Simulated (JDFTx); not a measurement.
## Ti in JDFTx: convergence with energy threshold

Input of the first run (energy threshold 0.001 Ha); the others differ in this setting and in those tied to it:

Ti.in

```
lattice \
    8.6310875383    -4.3155437692     0.0000000000 \
    0.0000000000     7.4747410705     0.0000000000 \
    0.0000000000     0.0000000000     5.3408276316
coords-type Cartesian
ion Ti     4.3155437696     2.4915803566     2.6704138158 1
ion Ti    -0.0000000004     4.9831607139     2.6704138158 1
ion Ti     0.0000000000     0.0000000000     0.0000000000 1

ion-species pseudo/Ti.upf
elec-cutoff 42 336
elec-ex-corr gga-x-b88 gga-c-lyp
kpoint-folding 7 7 9
elec-smearing Fermi 0.0018374661
elec-n-bands 25
electronic-SCF nIterations 100 energyDiffThreshold 0.001
electronic-minimize nIterations 30 energyDiffThreshold 1e-7
forces-output-coords Cartesian

dump-name run.$VAR
dump End Ecomponents EigStats BandEigs Kpoints Forces Stress
```

Potentials or basis: PseudoDojo-SR-PBE-0.5-standard with smoothed tails.

Run with:

```bash
$ jdftx -c 1 -i Ti.in -o Ti.out
```

This isn't the form of Ti at room conditions, which is hcp.

Hardware: 1 thread of Arm Neoverse V1 (shared host).

Problem. The values tried are 0.001 Ha, 0.0001 Ha, 1e-05 Ha, 1e-06 Ha, 1e-07 Ha, 1e-08 Ha, 1e-10 Ha, loosest first. From which on does the pressure stay within 0.1 GPa of the tightest run that finished?

Solution. From 1e-06 Ha on.

| energy threshold | energy less the tightest run, at zero smearing (meV/atom) | pressure (GPa) | SCF cycles | CPU time (s) | peak memory (GiB) |
| --- | --- | --- | --- | --- | --- |
| 0.001 Ha | 0.49 | 3.85 | 7 | 170 | 0.31 |
| 0.0001 Ha | 0.37 | 3.81 | 8 | 180 | 0.31 |
| 1e-05 Ha | 0.15 | 3.67 | 11 | 210 | 0.32 |
| 1e-06 Ha | 0.01 | 3.48 | 25 | 330 | 0.32 |
| 1e-07 Ha | 0.00 | 3.52 | 29 | 370 | 0.31 |
| 1e-08 Ha | 0.00 | 3.51 | 41 | 480 | 0.32 |
| 1e-10 Ha | 0.00 | 3.51 | 55 | 610 | 0.31 |

Against the tightest run, the energy stays within 1 meV/atom from 0.001 Ha on. The tightest run that finished is the yardstick and may itself not be fully converged.

Caveat, for the tightest run too: the potentials were made for another functional, which shifts forces and pressure.
